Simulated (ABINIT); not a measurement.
NbAs:

```
CELL_PARAMETERS angstrom
-1.72585 1.72585 5.84000
1.72585 -1.72585 5.84000
1.72585 1.72585 -5.84000
ATOMIC_POSITIONS crystal
Nb 0.50000 0.00000 0.50000
Nb 0.75000 0.75000 0.00000
As 0.91600 0.41600 0.50000
As 0.16600 0.16600 0.00000
```

Base run:

| Property | Result |
| --- | --- |
| Program | ABINIT 10.8.3 (patched build) |
| Functional | PBEsol |
| Potentials or basis | JTH PAW PBE v2.0 |
| Cutoff | 435 eV |
| k mesh | 9 × 9 × 9 |
| Occupations | fermi-dirac, width 0.05 eV |
| Spin | no spin polarisation |

Its results: band gap on the k mesh none (metal or under the smearing width); pressure -2.5 GPa; largest force 0.287 eV/Å.

Question: After a change of settings the same cell gave: band gap on the k mesh none (metal or under the smearing width); pressure -2.1 GPa; largest force 0.278 eV/Å. Which change was it?
A. functional from PBEsol to PBE; k mesh from 9 × 9 × 9 to 7 × 7 × 7
B. functional from PBEsol to PBE; k mesh from 9 × 9 × 9 to 4 × 4 × 4
C. k mesh from 9 × 9 × 9 to 4 × 4 × 4
D. functional from PBEsol to PBE

Answer: C.

Caveats: some runs use coarse meshes; the PAW data sets were made with another functional, which shifts forces and pressure a little.

Not every run made on this cell is shown here.
